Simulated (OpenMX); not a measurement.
**TiC: band structure with PBE**

Crystal: TiC.

```
Ti C
1.0
     0.00000    2.16572    2.16572
     2.16572    0.00000    2.16572
     2.16572    2.16572    0.00000
Ti C
1 1
Cartesian
  0.0000 0.0000 0.0000
  2.1657 2.1657 2.1657
```

The cell is a database's computed one.

| Quantity | Value |
| --- | --- |
| Program | OpenMX 3.8.5 |
| Task | band structure |
| Functional | PBE |
| Potentials or basis | OpenMX 2013 PBE set, Ti7.0-s3p2d2, C6.0-s2p2d1, grid cutoff 400 Ry |
| k mesh | 11 × 11 × 11 |
| Occupations | fermi-dirac, width 0.05 eV |
| Spin | no spin polarisation |
| Mixing scheme | rmm-diisk |
| SCF threshold | 1e-08 Ha |
| Solver | band |
| Max SCF cycles | 100 |

```
Pressure                : -0.1 GPa
Band gap along the path : none (metal or under the smearing width)
Mulliken charges        : Ti +0.23; C -0.23 e
```

Levels at the corners of the path, in eV from the Fermi level:
```csv
point,band 6,band 7,band 8,band 9,band 10,band 11
Γ,0.55,0.57,0.57,1.57,1.57,1.76
X,-3.52,-1.76,-0.03,-0.03,2.53,3.33
W,-3.25,-3.24,-2.80,2.71,2.72,3.36
K,-3.57,-3.46,-1.82,1.40,3.00,3.68
Γ,0.55,0.57,0.57,1.57,1.57,1.76
L,-5.95,-3.04,-3.04,2.78,2.78,3.95
U,-3.57,-3.46,-1.82,1.40,3.00,3.68
W,-3.25,-3.24,-2.80,2.71,2.72,3.36
L,-5.95,-3.04,-3.04,2.78,2.78,3.95
K|U,-3.57,-3.46,-1.82,1.40,3.00,3.68
X,-3.52,-1.76,-0.03,-0.03,2.53,3.33
```

Wall time 98 s on 1 thread of Arm Neoverse V2, with other jobs on the host, peak memory 0.57 GiB.

Caveat: Mulliken charges move with the basis; the basis of atomic orbitals isn't converged, which shifts pressures, moduli and gaps.
